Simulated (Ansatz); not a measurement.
All numbers below come from DFT PBE, scalar-relativistic, plane waves, PAW (Ansatz 0.2.0). Settings: cutoff 420 eV, Γ-centred meshes spaced at most about 0.3 Å⁻¹, and about 0.25 Å⁻¹ or finer for metals (2π included), Gaussian smearing. No spin polarisation in the final relaxations.

Temperature and zero-point effects are left out. All come from trial cells, and lower structures may exist.

**Question.** Which of these relaxed structures of Si4C is the lowest in energy?
1. Space group I4/mmm (No. 139), tetragonal, a = 6.539 Å, c = 2.912 Å. Around Si lie 2 C at 2.27 Å and 6 Si at 2.46–2.60 Å; C has 8 Si at 2.27 Å.
2. Space group P-6m2 (No. 187), hexagonal, a = 3.195 Å, c = 16.113 Å. Si on a site of symmetry -6m2 has 2 Si at 2.36 Å; Si on a site of symmetry 3m is surrounded by 3 C at 1.94 Å and 1 Si at 2.36 Å; Si on a second site of symmetry 3m has 6 Si at 2.38–2.50 Å; C has 4 Si at 1.91–1.94 Å; 2 more sites not described.
3. Space group P-3m1 (No. 164), trigonal, a = 2.879 Å, c = 21.821 Å. Around Si on its first site lie 6 Si at 2.60–2.71 Å, 6 Si at 2.88 Å and 1 C at 3.27 Å; Si on its second site has 12 Si at 2.60–2.88 Å; Si on its third site is surrounded by 3 C at 2.01 Å, 1 Si at 2.42 Å and 3 Si at 2.71 Å; C has 6 Si at 2.01–2.11 Å, 6 C at 2.88 Å and 1 Si at 3.27 Å; 1 more site not described.
4. Space group P6_3/mmc (No. 194), hexagonal, a = 2.850 Å, c = 17.980 Å. Around Si on its first site lie 3 C at 2.04 Å, 1 Si at 2.42 Å and 9 Si at 2.78–2.85 Å; Si on its second site has 12 Si at 2.67–2.85 Å; C has 6 Si at 2.04 Å.

**Answer.** 2. It has space group P-6m2 (No. 187); the next, 4, with space group P6_3/mmc (No. 194), lies 289 meV/atom higher. Counting Si atoms around C (those within 1.25 times the shortest such distance or 1.15 times the sum of covalent radii), the lowest has C 4 and the next has C 6. The lowest holds Si–Si nets (shortest 2.36 Å); the next holds Si–Si pairs (shortest 2.42 Å). Even the lowest lies +0.36 eV/atom against the elements.

Weakly bound directions are ill-defined at this level, which has no dispersion term (P-3m1), and this can change margins and order among such cells. Cells relaxed within their symmetry can be saddle points. Some candidate types were left out of the draw beforehand, so a known form may be missing.
